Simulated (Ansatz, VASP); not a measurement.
Two plane-wave programs on TiNi

```
Ti Ni
1.0
     2.91022    0.00000    0.00000
     0.00000    2.91022    0.00000
     0.00000    0.00000    2.91022
Ti Ni
1 1
Direct
  0.50000 0.50000 0.50000
  0.00000 0.00000 0.00000
```

Alike in both runs: task single point; functional PBEsol; k mesh 14 × 14 × 14; occupations gaussian, width 0.1 eV; no spin polarisation.

|  | VASP | Ansatz |
| --- | --- | --- |
| version | VASP 6.6.1 | Ansatz 0.2.0 |
| potentials or method | VASP PAW PBE potentials, release 64 (Ti_sv, Ni) | scalar-relativistic, plane waves, PAW |
| plane-wave cutoff (eV) | 520 | 420 |
| valence electrons in the cell | 22 | 30 |

VASP gave:

| Item | Value |
| --- | --- |
| gap on the k mesh at the Fermi level (eV) | none |
| pressure (GPa) | 12.0 |

Task: Estimate Ansatz's values.

Result: gap on the k mesh at the Fermi level (eV): none; pressure (GPa): 12.4.

A gap of «none» marks a metal or a gap that the smearing closes. The two sets of potentials don't hold the same shells in valence.

Caveats: the PAW data sets were made with another functional, which shifts forces and pressure a little (VASP). Spin polarisation is off, so any magnetic state and its effect on volume and gap are missing.
